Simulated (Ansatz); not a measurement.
# Be in Ansatz: the effect of functional

The system is Be.

```xyz
1
Lattice="2.2327 0.0000 0.0000 0.0000 2.2327 0.0000 0.0000 0.0000 2.0657" Properties=species:S:1:pos:R:3 pbc="T T T"
Be    1.1164    1.1164    0.0000
```

The cell was built by a generator and needn't be a form met in nature.

Alike in all runs:

* Program: Ansatz 0.2.0
* Task: band structure
* Potentials or basis: Ansatz PAW
* k mesh: 12 × 12 × 13
* Occupations: fermi-dirac, width 0.05 eV
* Spin: no spin polarisation

| functional | cutoff | pressure (GPa) |
| --- | --- | --- |
| LDA | 420 eV (not typed: the program's choice for these potentials) | -3.3 |
| PBEsol | 420 eV (not typed: the program's choice for these potentials) | -0.6 |
| RPBE | 420 eV (not typed: the program's choice for these potentials) | 2.1 |
| revPBE | 420 eV (not typed: the program's choice for these potentials) | 1.8 |
| BLYP | 420 eV (not typed: the program's choice for these potentials) | 1.9 |
| r2SCAN | 500 eV (not typed: the program's choice for these potentials) | ? |

Question: What does the run with functional r2SCAN give?

Answer: Pressure 0.0 GPa.

Caveats: the PAW data sets come from PBE, with cores solved anew for the run's functional, which leaves a small shift of forces and pressure.

Runs at the PBE level aren't shown here.
